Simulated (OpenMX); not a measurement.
The system is AlNi.

```
CELL_PARAMETERS angstrom
2.88100 0.00000 0.00000
0.00000 2.88100 0.00000
0.00000 0.00000 2.88100
ATOMIC_POSITIONS crystal
Ni 0.50000 0.50000 0.50000
Al 0.00000 0.00000 0.00000
```

- Program: OpenMX 3.8.5
- Task: single point
- Functional: PBE
- Potentials or basis: OpenMX 2013 PBE set, Ni6.0H-s3p2d2, Al7.0-s2p2d1, grid cutoff 500 Ry
- k mesh: 9 × 9 × 9
- Occupations: fermi-dirac, width 0.05 eV
- Spin: collinear spin, ferromagnetic start
- Starting moments: [1.0, 0.0] μB

On this cell: pressure 3.6 GPa; largest force zero by symmetry; net moment 0.00 μB per cell; band gap on the k mesh none (metal or under the smearing width).

The same run follows on a disturbed copy (atoms moved at random, drawn with an rms of 0.05 Å):

```
Ni Al
1.0
     2.88100    0.00000    0.00000
     0.00000    2.88100    0.00000
     0.00000    0.00000    2.88100
Ni Al
1 1
Direct
  0.49897 0.47452 0.49815
  0.00605 0.01098 0.99771
```

Q: What does the disturbed cell give?

A: The energy (extrapolated to zero smearing) moves by +19.6 meV/atom; pressure 4.4 GPa; largest force 0.741 eV/Å; net moment 0.00 μB per cell; band gap on the k mesh none (metal or under the smearing width).

Forces in eV/Å, atoms in the order of the input:
```
Ni   0.146  0.726 -0.015
Al  -0.147 -0.725  0.009
```

Caveats: the basis of atomic orbitals isn't converged, which shifts pressures, moduli and gaps.
